**Question**

I have LDA results for six oxides and the line for PbO is still blank. LDA is known to make crystals too small, but can I say by how much for this one? The stiffness puzzles me more. The bulk modulus mostly falls as the volume per atom grows, yet BaTiO3 is stiffer than ZnO although it is less dense in atoms. Is there a rule that would let me estimate PbO before I see its result, and could I then use the number for a real powder or ceramic?

Ansatz 0.2.0, all-electron LAPW, LDA, scalar-relativistic, no spin polarization, for six oxide crystals. V0, B0 and dB/dP come from Birch-Murnaghan fits to pressures at four volumes within 6 % of the given cell, with cell shape and atomic positions held. Basis error target 0.25 to 1 meV/atom, Fermi-Dirac smearing 0.01 to 0.05 eV, k meshes 6×6×5 to 9×9×9.

| crystal | space group | measured volume (COD) (Å³/atom) | V0, LAPW (Å³/atom) | error of V0, LAPW (%) | B0, LAPW (GPa) | dB/dP, LAPW |
| --- | --- | --- | --- | --- | --- | --- |
| TiO2 | 136 | 10.41 | 10.09 | -3.1 | 262 | 4.3 |
| ZnO | 186 | 11.9 | 11.33 | -4.7 | 162 | 4.5 |
| BaTiO3 | 160 | 12.84 | 12.41 | -3.4 | 188 | 4.5 |
| SrO | 225 | 16.97 | 16.24 | -4.3 | 104 | 4.5 |
| SnO | 129 | 17.48 | 16.96 | -2.9 | 102 | 4.0 |
| PbO | 129 | ? | ? | ? | ? | ? |

**Answer**

Start with the volume. The equilibrium volume $V_0$ lies below the measured one in all five known crystals, by 2.9 to 4.7 % of the measured value. This is the usual overbinding of LDA. Compression evens out the electron density between the atoms, and LDA, which treats each point as part of a uniform electron gas, makes that state look somewhat too favourable. The measured volumes also contain thermal and zero-point expansion, which the calculation lacks, so a small part of the difference is not the functional's fault.

Nothing in PbO's chemistry suggests the opposite sign, so the average of the five errors is a reasonable forecast for it.

For the stiffness, think first of a single pair of ions, Sr²⁺ and O²⁻. Their charges pull them together and the overlap of their electron shells pushes them apart, so the pair behaves like a spring. A longer bond makes a softer spring: the Coulomb pull is weaker there, so the repulsion that balances it is weaker and less steep as well. A larger charge makes the spring harder. The picture carries over to a crystal in which every ion sits among ions of opposite charge, but a pair has no layers and no angles between bonds.

In numbers, let the attraction between ions of charge $q$ at distance $r$ vary as $-q^2/r$ and the repulsion as $1/r^n$. At equilibrium the two forces balance, and the curvature of the energy is proportional to $q^2(n-1)/r^3$. The bulk modulus $B_0$ measures the response to a change of volume rather than of length, which brings in one more factor $1/r$. Within one type of structure, $r$ grows as the cube root of the volume per atom $V$, so

$$B_0 \propto \frac{q^2\,(n-1)}{V^{4/3}} .$$

At equal charge and equal $n$, a crystal with 10 % more volume per atom should thus be about 12 % softer.

SrO is the place to test whether such forces have the right size. It has the rocksalt structure, symmetry fixes its atoms, and $r$ is simply the cube root of $V_0$, 2.53 Å. Born's model links the repulsion exponent to the pressure derivative of the modulus, listed as dB/dP, through $n = 3\,dB/dP - 7 = 6.5$. With the Madelung constant 1.75, which sums the attraction over the whole lattice, $q^2 = 4$ and $e^2 = 14.4$ eV Å,

$$B_0 = \frac{1.75 \times 4 \times 14.4 \times 5.5}{18 \times 2.53^4}\ \text{eV/Å}^3 \approx 0.75\ \text{eV/Å}^3 \approx 120\ \text{GPa}.$$

The calculation gives 104 GPa. The estimate took $n$ and $r$ from the calculated curve but not $B_0$ itself, and it comes out 15 % too high. Rounding of the listed dB/dP shifts the estimate by only about 3 %, so most of the excess is expected to come from the model itself. Full ionic charges and a simple repulsion therefore give the right size of the stiffness, though not its exact value.

The rule can now be carried to other oxides of divalent metals. If it holds, and if $n$ is the same in all of them, the product of $B_0$ and $V^{4/3}$ should be the same for ZnO, SrO and SnO. With the measured volumes it agrees within about 5 %, and with the calculated $V_0$ within about 8 %, although the three crystals have different structures. This is better than the model can explain: the listed dB/dP would give SnO $n = 5$ instead of 6.5, and so a clearly smaller product, which is not seen. The common constant is therefore an empirical one. Ionic forces offer a reason for the trend, but three crystals cannot prove it.

The titanium oxides suggest an answer to the puzzle of BaTiO3. They contain Ti⁴⁺, and their products are 25 to 32 % above the average of the divalent oxides. In the ionic picture, the extra charge more than makes up for the larger volume of BaTiO3 compared with ZnO. Formal charges taken literally would demand far more, a factor of 2 for TiO2, so charge gives the direction here but not the amount. Electron sharing between titanium and oxygen, which lowers the real charges, is a likely reason. Nor need the whole excess come from charge, because holding the atoms adds stiffness wherever the forces on them change with the volume. In BaTiO3, held in its polar, slightly distorted form, the force on one metal atom runs from −0.60 to +0.46 eV/Å over the volumes computed, while in ZnO the forces stay near 0.04 eV/Å in size. Whether BaTiO3 would remain the stiffer of the two with its atoms free is not shown here. The charge argument, run the other way, fits the well-known softness of the alkali halides, whose ions carry single charges.

PbO belongs with the divalent oxides, and its space group is that of SnO, a layered crystal. One may doubt that an ionic rule suits layers with soft gaps between them. In these calculations, however, the cell shape and the atomic positions are held, so a change of volume strains the metal–oxygen bonds together with the gaps. For SnO the stress across the layers then changes by 79 % of the change within them, which is not the response of a crystal with a freely closing gap.

I take the measured volume of PbO as roughly 20 Å³ per atom, a recalled value. One constant, fitted to $B_0$ of ZnO, SrO and SnO, then gives $4477/20^{4/3} \approx 82$ GPa. The forecasts for PbO are:

- **Error of the volume:** negative, −3.7 % of the measured value, with a range from −5.2 to −2.2 %.
- **Equilibrium volume:** 19.3 Å³ per atom, with a range from 18.7 to 19.9.
- **Bulk modulus:** lower than that of SnO, 82 GPa, with a range from 67 to 97.

The ranges are judgements, set wider than the scatter of the known rows because there are so few of them.

The withheld rows as computed:

| crystal | space group | measured volume (COD) (Å³/atom) | V0, LAPW (Å³/atom) | error of V0, LAPW (%) | B0, LAPW (GPa) | dB/dP, LAPW |
| --- | --- | --- | --- | --- | --- | --- |
| PbO | 129 | 19.83 | 19.42 | -2.1 | 90.5 | 4.6 |

The sign of the volume error is right, but its size is a miss. The computed −2.1 % lies just outside the range, and PbO now has the smallest error of the six. SnO had the smallest before, so one may suspect the held cell, in which the gap between the layers cannot shrink on its own. For PbO the stresses do not bear this out. At two computed volumes on either side of $V_0$, the stresses across and within the layers differ by only 0.2 to 0.3 GPa, and the sign of the difference changes between them. With the atoms held, the cell thus has little tendency to change its shape. The held atoms are a better suspect. Between the same two volumes the force on lead falls from 0.42 to 0.03 eV/Å in size, so freeing the atoms should lower the energy more at the smaller volume. That is expected to shrink $V_0$ and bring the error closer to the forecast, though these runs do not tell by how much. Spin-orbit coupling, which is missing here and matters most for a heavy atom such as lead, is another open point.

The equilibrium volume, 19.42 Å³ per atom, falls well inside its range, but this hit deserves less credit than it seems to. The recalled volume was slightly too large, while the assumed shrinkage was too strong, and the two mistakes partly cancelled. With the measured volume in the table, 19.83 Å³, the same average error would have led to 19.1 Å³.

The bulk modulus is a hit within a wide range. PbO is softer than SnO, as forecast, and its 90.5 GPa lies 8 GPa above the central value. The recalled volume is hardly to blame, because the rule gives only 83 GPa with the measured one. The rule itself makes PbO too soft.

Two other ways of scaling show how far one can trust the exponent. Starting from SnO alone, with the same power of the volume, gives 85 GPa. A plain $1/V$ law, with its constant averaged over the three known divalent oxides, gives 91 GPa and comes closest. One crystal is not enough to prefer that law. For the three known oxides it holds less well than the ionic one with the measured volumes, but about equally well with the calculated $V_0$, so the exponent is not settled. A different repulsion exponent for lead, some covalent bonding or the held layers could each raise the modulus of PbO, and these data do not separate them.

As for a real powder or ceramic, do not use the values of SnO and PbO as compressibilities. Under real pressure the atoms move and the soft gaps between the layers close first, so the relaxed crystals are softer than listed. In SnO the force on the tin atom runs from +0.36 to −0.98 eV/Å over the volumes computed, which shows how strongly the held atoms want to move. SnO also has almost no gap between filled and empty states near its equilibrium volume here; LDA makes gaps too small, the coarse k mesh leaves the exact value open, and this is where an ionic picture is least secure. The other four moduli are no direct guide to a real sample either: LDA usually makes moduli too large where it makes volumes too small, and pores soften a ceramic further.

The near-equality of SnO and SrO, 102 and 104 GPa, is therefore a likeness between a held layered crystal and a cubic one that needs no relaxation. It does not mean that the two materials yield equally to pressure. For comparing such oxides at held shape, sort them first by the charge of the metal and then by volume per atom. The output below gives the fits and the checks behind these estimates.

Printed output of the fit:

```
fit of err on 5 rows: constant -3.68 +/- 0.35; rms 0.7, worst ZnO 1.02, leave-one-out rms 0.875
  rows outside the fit (model, value, miss): PbO -3.68, -2.1, -1.58
fit of B0_1 on 3 rows (div): coefficient of x43 4477 +/- 66; rms 2.62, worst SnO -3.3, leave-one-out rms 4.59
  rows outside the fit (model, value, miss): TiO2 197, 262, -65; BaTiO3 148.9, 188, -39.1; PbO 82.48, 90.5, -8.02
Stiffness with the volume effect removed:
     row  B0 V^(4/3) relative to known divalent mean  formal charge squared relative to divalent
    TiO2                                       1.317                                           2
     ZnO                                      0.9735                                           1
  BaTiO3                                        1.25                                         1.6
     SrO                                       1.003                                           1
     SnO                                       1.023                                           1
     PbO                                       1.074                                           1
Rival forecast of B0 of PbO from B0 proportional to 1/V, GPa: 91.26
Rival forecast of B0 of PbO scaled from SnO alone with V^(-4/3), GPa: 85.23
Born repulsion exponent of SrO from dB/dP: 6.5
Born estimate of B0 of SrO with formal charges, GPa: 120
Born estimate over computed B0 of SrO: 1.154
SnO stress change across the layers over that in the plane: 0.7903
Forecast V0 of PbO, angstrom^3/atom: 19.26
Computed V0 of PbO, angstrom^3/atom: 19.42
Forecast less computed V0 of PbO, angstrom^3/atom: -0.156
Measured volume of PbO in the table, angstrom^3/atom: 19.83
Ionic rule for B0 of PbO with the tabled measured volume, GPa: 83.42
Computed B0 of PbO over that of SnO: 0.8873
```
